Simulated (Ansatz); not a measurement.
# TiH2: further runs on the relaxed cell

One table from this session's results is given with a row withheld; the runs are named, their logs left out.

Program: Ansatz 0.2.0. Level of theory: DFT PBEsol, scalar-relativistic, plane waves, PAW. These are calculated values, not measurements.

1 further run of the same task is left out (set aside as unsound or not needed).

### The system as given

The structure is tetragonal, space group I4/mmm (No. 139). The conventional cell has a = 3.176 Å, b = 3.176 Å, c = 4.139 Å, α = 90.00°, β = 90.00°, γ = 90.00°. Ti (site symmetry 4/mmm) has 8 H at 1.90 Å as nearest neighbours. H (site symmetry -4m2) has 4 Ti at 1.90 Å as nearest neighbours.

Coordinates:

```cif
data_structure
_symmetry_space_group_name_H-M 'I4/mmm'
_symmetry_Int_Tables_number 139
_cell_length_a 3.1761
_cell_length_b 3.1761
_cell_length_c 4.1394
_cell_angle_alpha 90.000
_cell_angle_beta 90.000
_cell_angle_gamma 90.000
_cell_volume 41.76
loop_
_atom_site_label
_atom_site_type_symbol
_atom_site_symmetry_multiplicity
_atom_site_Wyckoff_symbol
_atom_site_fract_x
_atom_site_fract_y
_atom_site_fract_z
_atom_site_occupancy
Ti1 Ti 2 a 0.00000 0.00000 0.00000 1
H1 H 4 d 0.00000 0.50000 0.25000 1
```

It is the result of an earlier relaxation at this level (volume 6.96 Å³/atom; gap on the mesh: none (metal)).

Set-up of the first run:

Contents of input.yaml:

```yaml
crystal:
  lattice:
    - [-1.5880572592, 1.5880572592, 2.0697220067]
    - [1.5880572592, -1.5880572592, 2.0697220067]
    - [1.5880572592, 1.5880572592, -2.0697220067]
  atoms:
    - { symbol: Ti, position: [0.0, 0.0, 0.0] }
    - { symbol: H, position: [0.75, 0.25, 0.5] }
    - { symbol: H, position: [0.25, 0.75, 0.5] }
basis:
  ecutwfc: 420
kpoints:
  mp_grid: { grid: [18, 18, 18] }
  band_path:
    path:
      - [[0.0, 0.0, 0.0], [0.0, 0.0, 0.5], [0.25, 0.25, 0.25], [0.0, 0.5, 0.0], [0.0, 0.0, 0.0], [0.5, 0.5, -0.5], [0.39717983, 0.60282017, -0.39717983]]
      - [[-0.39717983, 0.39717983, 0.39717983], [0.0, 0.0, 0.0]]
      - [[0.0, 0.0, 0.5], [-0.29435965, 0.29435965, 0.5]]
      - [[0.5, 0.5, -0.29435965], [0.5, 0.5, -0.5]]
    npoints: 14
hamiltonian:
  xc: pbesol
scf:
  occupations: { method: gaussian, width: 0.1 }
  n_extra_bands: 7
output:
  forces: true
  stress: true
  eigenvalues: true
  populations: true
  dos: { projected: true, de: 0.02, nscf_kmesh: { grid: [27, 27, 27] } }
  bader: true
  write_density: true
  write_potential: true
  elf: true
  volumetric_format: npy
```

The run is started by

```bash
$ ansatz run input.yaml --threads 1 --pin off --max-ram 2560MiB --backend cpu --events-out ev --progress --plain --runs-dir out
```

Steps of the session up to this table: Electronic structure at the relaxed geometry; The cell as listed, for comparison; Volume × 0.97; The cell scaled to 1.03 of its volume; Point at V/V0 = 0.94; Point at V/V0 = 1.06; Volume × 0.91; Point at V/V0 = 1.10; Point at V/V0 = 0.88.

One table of the session follows, with a row left open; its other results are not shown here.

It belongs to the step «Energy against volume». 

| volume (Å³/atom) | energy above the lowest point (meV/atom) | pressure (GPa) |
| --- | --- | --- |
| 6.124 | 56.7 | 24.20 |
| 6.333 | 30.2 | 16.79 |
| 6.542 | ? | ? |
| 6.751 | 3.0 | 4.81 |
| 6.960 | 0.0 | 0.00 |
| 7.168 | 2.9 | -4.17 |
| 7.377 | 10.8 | -7.78 |
| 7.656 | 28.2 | -11.84 |

**Question.** Estimate the row for volume (Å³/atom) = 6.542.

Worked estimate for «energy above the lowest point (meV/atom)». A straight line through the neighbours (6.333, 30.2) and (6.751, 3.0) gives 30.2 + (3.0 − 30.2) × (6.542 − 6.333) / (6.751 − 6.333) = 16.6; a parabola fitted to 4 rows on both sides gives 12.7.

As computed: energy above the lowest point (meV/atom): 12.7; pressure (GPa): 10.36. In «energy above the lowest point (meV/atom)» the line misses by +3.9 and the parabola by 0.0.
